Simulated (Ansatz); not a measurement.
## SnTe: what symmetry allows forces and stress to be

```
Sn Te
1.0
     4.04437    0.00000    0.00000
     0.00000    4.16151    0.00000
     0.00000    0.00000    4.04437
Sn Te
1 1
Direct
  0.00000 0.03842 0.00000
  0.50000 0.46158 0.50000
```

Level of theory: DFT PBE, scalar-relativistic, plane waves, PAW in Ansatz.

Settings: cutoff 420 eV, Γ-centred mesh 10×10×10 on the computed 2-atom cell, Gaussian smearing of 0.10 eV; no spin polarisation.

This distorted cell has space group P4mm, with 8 operations.

Question: Without a calculation: in which directions can each atom feel a force?

Answer: A force must be left unchanged by every operation that keeps its atom in place, so it lies in the space that those operations leave fixed. Atoms that the group maps onto each other feel forces of one size.
```csv
atom,site symmetry,operations at the site,equivalent to atom,allowed force (Cartesian)
Sn1,4mm,8,1,"along (0.00, 1.00, 0.00)"
Te2,4mm,8,2,"along (0.00, 1.00, 0.00)"
```

That leaves 2 independent force components of 6, tied by 1 condition that the forces sum to zero, so 1 remains. A relaxation in this cell that keeps the symmetry moves the atoms in these directions alone.

Question: And the stress tensor?

Answer: It must be invariant under the point group, which leaves 2 independent components: yz, xz, xy vanish; xx = zz.

Question: Do the computed values obey this?

Answer: Yes. Forces (eV/Å):
```
Sn1  0.000  0.386  0.000
Te2  0.000 -0.386  0.000
```

Stress (GPa, compression positive, xx yy zz yz xz xy): -3.70 -3.69 -3.70 0.00 0.00 0.00. The program imposes the same operations on density, forces and stress, so this confirms the analysis and is no independent test of the calculation.

This CsCl-type form isn't the usual stable structure of the compound.